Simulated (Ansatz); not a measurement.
Runs of Ansatz 0.2.0 on Se. Symmetry: P3_121, No. 152, trigonal system. The conventional cell has a = 4.366 Å, b = 4.366 Å, c = 4.954 Å, α = 90.00°, β = 90.00°, γ = 120.00°. Around Se (site symmetry 2) lie 2 Se at 2.37 Å. 

```csv
potentials or basis,cutoff (eV),basis error allowed,gap on the mesh (eV),pressure (GPa),largest force (eV/Å)
all-electron PAW datasets made for the crystal,200,-,1.15,0.2,0.28
"all-electron LAPW, scalar-relativistic",299,0.002 eV/atom,1.14,0.2,0.28
"all-electron LAPW, inner shells corrected to Dirac's equation",299,0.002 eV/atom,1.14,0.2,0.28
"all-electron LAPW, non-relativistic",298,0.002 eV/atom,1.15,0.6,(a)
```

Alike in all rows: task band structure; level PBEsol; no spin polarisation; cell as given; k mesh 7 × 7 × 6; smearing fermi-dirac 0.05 eV.

Task: Estimate the missing entries.

Result: (a) 0.27.

Caveats: the mesh misses the band edges, which the band path finds closer together; relativity is left out, which matters for the heavier elements (some runs).

A k mesh can miss the band edges, and the runs leave out spin-orbit coupling on Se.

The runs don't all hold the same shells in valence.
